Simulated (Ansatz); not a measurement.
Runs of Ansatz 0.2.0 on Re. The structure is hexagonal, space group P6_3/mmc (No. 194). The conventional cell has a = 2.761 Å, b = 2.761 Å, c = 4.458 Å, α = 90.00°, β = 90.00°, γ = 120.00°. Re (site symmetry -6m2) is surrounded by 12 Re at 2.74 to 2.76 Å. 

```tsv
task	level	spin	k mesh	cutoff (eV)	q mesh	points for each segment of the path	gap on the mesh (eV)	V0 of scaled cells (Å³/atom)	B0 (GPa)
phonons	PBEsol	off	10 × 10 × 6	420	2 × 2 × 2	8	none	-	-
equation of state	LDA	off	11 × 11 × 6	420	-	-	-	14.33	(b)
equation of state	r2SCAN	off	11 × 11 × 6	500	-	-	-	14.70	(a)
band structure	PBEsol	SOC, no magnetisation	11 × 11 × 6	420	-	14	none	-	-
equation of state	PBE	off	11 × 11 × 6	420	-	-	-	14.95	363
```

Alike in all rows: potentials or basis Ansatz PAW; cell as given; smearing fermi-dirac 0.05 eV.

Fill in the values left out.

(a) 386; (b) 403.

Caveats: the cell was scaled at fixed shape and fractional positions, which overstates the stiffness of a crystal with free parameters, most of all of layers and chains (some runs); the PAW data sets come from PBE, with cores solved anew for the run's functional, which leaves a small shift of forces and pressure (some runs); the PAW data sets were made with another functional, which shifts forces and pressure a little (some runs).

A k mesh can miss the band edges, and rows without SOC leave out spin-orbit coupling on Re.

A gap of «none» marks a metal or a gap under the smearing width.
